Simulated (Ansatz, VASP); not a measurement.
FeO in VASP and in Ansatz

```
Fe O
1.0
     2.70013   -1.53453    0.00000
     2.70013    1.53453    0.00000
    -0.23586    0.00000    5.30435
Fe O
2 2
Direct
  0.00000 0.00000 0.50000
  0.00000 0.00000 0.00000
  0.33547 0.33547 0.74430
  0.66453 0.66453 0.25570
```

Change from the starting cell: volume scaled by 1.02.

Alike in both runs: task single point; functional PBE; k mesh 10 × 10 × 5; occupations fermi-dirac, width 0.05 eV; collinear spin, ferromagnetic start.

|  | VASP | Ansatz |
| --- | --- | --- |
| version | VASP 6.6.1 | Ansatz 0.2.0 |
| potentials or method | VASP PAW PBE potentials, release 64 (Fe, O) | Ansatz PAW |
| plane-wave cutoff (eV) | 520 | 420 |
| valence electrons in the cell | 28 | 44 |

|  | VASP | Ansatz | Ansatz less VASP |
| --- | --- | --- | --- |
| gap on the k mesh at the Fermi level (eV) | none | none | - |
| pressure (GPa) | -12.4 | -15.4 | -2.94 |
| largest component of the traceless stress (GPa) | 2.11 | 5.20 | +3.092 |
| rms of the force components (eV/Å) | 0.070 | 0.075 | +0.0044 |
| net moment per atom (μB) | 2.00 | 0.02 | -1.985 |
| size of the moment on the site where the two differ most (μB) | 3.61 | 3.28 | -0.329 |

The net moments differ so much that the two runs ended in different magnetic states, which moves the other rows too. Site moments also hang on the region over which each program counts them. Atom by atom the forces differ by 0.006 eV/Å (rms over components). A gap of «none» marks a metal or a gap that the smearing closes. The two sets of potentials don't hold the same shells in valence.

Caveats: semilocal functionals often make such compounds metallic where correlation or magnetic order opens a gap, which also shifts bond lengths; only a ferromagnetic start was run, and an antiferromagnetic order may lie lower in energy (VASP); the pressure holds a Pulay correction of +0.6 GPa for the finite cutoff (Ansatz); the starting moments weren't kept (Ansatz).
